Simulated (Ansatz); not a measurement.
Structure types of Sb compared at 0.11 GPa

Structure types of Sb are relaxed in primitive cells with their symmetry kept at 0.11 GPa, first on PAW files, then by LAPW. The enthalpy is E + pV at zero temperature, without zero-point motion. Only the types listed were tried, and differences under about 5 meV/atom are mesh noise. The real phase may be another.

All numbers are PBE results (scalar-relativistic) from Ansatz 0.2.0, with Fermi–Dirac smearing of 0.08 eV, no spin polarisation. Methods: LAPW: all electrons, basis error target 0.5 meV/atom; PAW: frozen-core files, cutoff 420 eV.

k meshes: fcc 14×14×14, bcc 14×14×14, hcp 13×13×7, diamond 10×10×10, beta tin 13×13×13, omega 7×7×9.

Spin–orbit coupling is left out, which matters for the heavy atoms.

Q: Order the types by LAPW enthalpy, lowest first.
A. diamond
B. hcp
C. fcc
D. beta tin
E. bcc
F. omega

A: D (0 meV/atom), E (107 meV/atom), F (126 meV/atom), B (157 meV/atom), A (196 meV/atom), C (205 meV/atom).

| start type | ends as | a, b, c (Å) | V (Å³/atom) | H − H(lowest), LAPW (meV/atom) | same, PAW |
| --- | --- | --- | --- | --- | --- |
| fcc | fcc, Fm-3m | 4.787, 4.787, 4.787 | 27.42 | 204.9 | 204.9 |
| bcc | bcc, Im-3m | 3.786, 3.786, 3.786 | 27.14 | 107.5 | 107.6 |
| hcp | hcp, P6_3/mmc | 3.455, 3.455, 5.296 | 27.38 | 157.1 | 157.1 |
| diamond | diamond, Fd-3m | 6.980, 6.980, 6.980 | 42.51 | 196.0 | 195.7 |
| beta tin | beta tin, I4_1/amd | 6.090, 6.090, 3.178 | 29.47 | 0.0 | 0.0 |
| omega | omega, P6/mmm | 5.450, 5.450, 3.215 | 27.57 | 126.1 | 126.2 |

Q: Would bcc gain on beta tin at higher pressure?

A: Yes: dH/dp = V, and its volume is smaller by 2.33 Å³/atom. Held constant, that would close the gap after about 7.4 GPa more, a rough figure, since the volume difference changes with pressure.
